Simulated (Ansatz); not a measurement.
## Structure relaxation of Os

Method: DFT PBE, scalar-relativistic, plane waves, PAW in Ansatz. Cutoff 420 eV, Γ-centred k mesh, Gaussian smearing, no spin polarisation in the final step.

Os was placed on the omega structure type (P6/mmm, No. 191), at a guessed volume.

```
Os
1.0
     4.52664    0.00000    0.00000
    -2.26332    3.92019    0.00000
     0.00000    0.00000    2.77503
Os
3
Direct
  0.00000 0.00000 0.00000
  0.33333 0.66667 0.50000
  0.66667 0.33333 0.50000
```

Cell and atoms relax at zero pressure; the relaxation can't lower the symmetry of the start. After a coarse first stage the cell is made exact in the group found at 0.06 Å.

Energies count from the standard state of Os at the same level.

**Question.** Describe the relaxed structure.

**Answer.** It keeps P6/mmm (No. 191). The result has the omega structure. Conventional cell: a = 4.321 Å, c = 2.724 Å. Os on Wyckoff site a (1 atom of the primitive cell) has 14 Os at 2.72–2.84 Å; Os on Wyckoff site d (2 atoms of the primitive cell) is coordinated by 3 Os at 2.49 Å and 8 Os at 2.72–2.84 Å.

Space group P6/mmm (No. 191). a = 4.321 Å, b = 4.321 Å, c = 2.724 Å, α = 90.00°, β = 90.00°, γ = 120.00°
```json
{"atom": "Os", "site": "1a", "symmetry": "6/mmm", "x": "0.0000", "y": "0.0000", "z": "0.0000"}
{"atom": "Os", "site": "2d", "symmetry": "-6m2", "x": "0.3333", "y": "0.6667", "z": "0.5000"}
```

**Question.** What are its volume, energy, density and gap?

**Answer.** The volume per atom is 14.68 Å³, the density is 21.52 g/cm³ and the energy over the standard structure is 0.35 eV/atom. The gap on the 12×12×16 mesh is 0 eV (a metal).

The final run used a 12×12×16 mesh on its 3-atom cell and 0.10 eV smearing. The k mesh leaves about 4 meV/atom of noise in metals. Spin–orbit coupling is left out. A structure relaxed within its symmetry needn't be a true minimum.